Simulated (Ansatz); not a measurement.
The cell is Be₂C in the antifluorite structure; cell and atoms were relaxed with r2SCAN. Space group Fm-3m (No. 225), cubic; conventional cell a = 4.321 Å, 6.72 Å³ an atom. C has 8 Be at 1.87 Å; Be has 4 C at 1.87 Å.

3 runs of the plane-wave code Ansatz on this cell differ in the functional (and in the settings that go with it). Levels are in eV from each run's valence top; v1 is the last filled band, c1 the first empty one.

Run A, mean stress 0.0 GPa (compression positive):
```
point     v3     v1    c1    c2     c3
    Γ   0.00   0.00  4.65  4.65   4.65
    X  -7.15  -4.92  1.53  6.21  14.47
    U  -7.11  -4.15  3.74  8.98  12.56
    L  -9.10  -1.91  5.56  5.56   7.62
```

Run B, mean stress -2.2 GPa (compression positive):
```
point     v3     v1    c1     c2     c3
    Γ   0.00   0.00  5.83   5.83   5.83
    X  -7.65  -5.27  2.60   7.52  15.87
    U  -7.62  -4.45  4.90  10.30  13.94
    L  -9.76  -2.05  6.75   6.75   9.02
```

Run C, mean stress +1.1 GPa (compression positive):
```
point     v3     v1    c1    c2     c3
    Γ   0.00   0.00  4.15  4.15   4.15
    X  -6.79  -4.75  1.17  5.77  13.32
    U  -6.88  -4.01  3.32  8.34  11.61
    L  -8.75  -1.84  5.03  5.03   7.07
```

Question: Match the runs to PBE, r2SCAN, PBE0.

Answer: A is r2SCAN, B is PBE0, C is PBE. In order of the gap: PBE 1.17, r2SCAN 1.53, PBE0 2.60 eV. The stress vanishes for r2SCAN, which relaxed the cell.

(Simulation; spin polarisation is off.)

The program warns that its thresholds are loose for a hybrid's stress.

The meshes of the hybrids are coarse, so their gaps aren't converged to the digits shown.
